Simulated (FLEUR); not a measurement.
Crystal: AgCl (Chlorargyrite).

```
CELL_PARAMETERS angstrom
0.00000 2.73500 2.73500
2.73500 0.00000 2.73500
2.73500 2.73500 0.00000
ATOMIC_POSITIONS crystal
Ag 0.00000 0.00000 0.00000
Cl 0.50000 0.50000 0.50000
```

Base run:

```yaml
Program: FLEUR MaX-R8.1 (later development tree)
Functional: r2SCAN
Potentials_or_basis: all-electron
Basis: FLAPW
Kmax: 4.78 1/bohr
k_mesh: 8 × 8 × 8
Occupations: fermi-dirac, width 0.05 eV
Spin: no spin polarisation
```

Its results: band gap on the k mesh 1.50 eV, indirect (least direct gap 3.91 eV).

Problem. After a change of settings the same cell gave: band gap on the k mesh 0.73 eV, indirect (least direct gap 3.18 eV). Which change was it?
A. functional from r2SCAN to PBEsol
B. functional from r2SCAN to RPBE; lmax from Ag 10, Cl 8 to Ag 11, Cl 8
C. functional from r2SCAN to BLYP; lmax from Ag 10, Cl 8 to Ag 11, Cl 8

Solution. A.

r2SCAN gives the wider gap, since meta-GGAs in the generalised Kohn-Sham scheme recover part of the derivative discontinuity.

Caveats: the meta-GGA is that of a development version, with a GGA for the radial functions and cores and without core tails (some runs).

Not every run made on this cell is shown here.
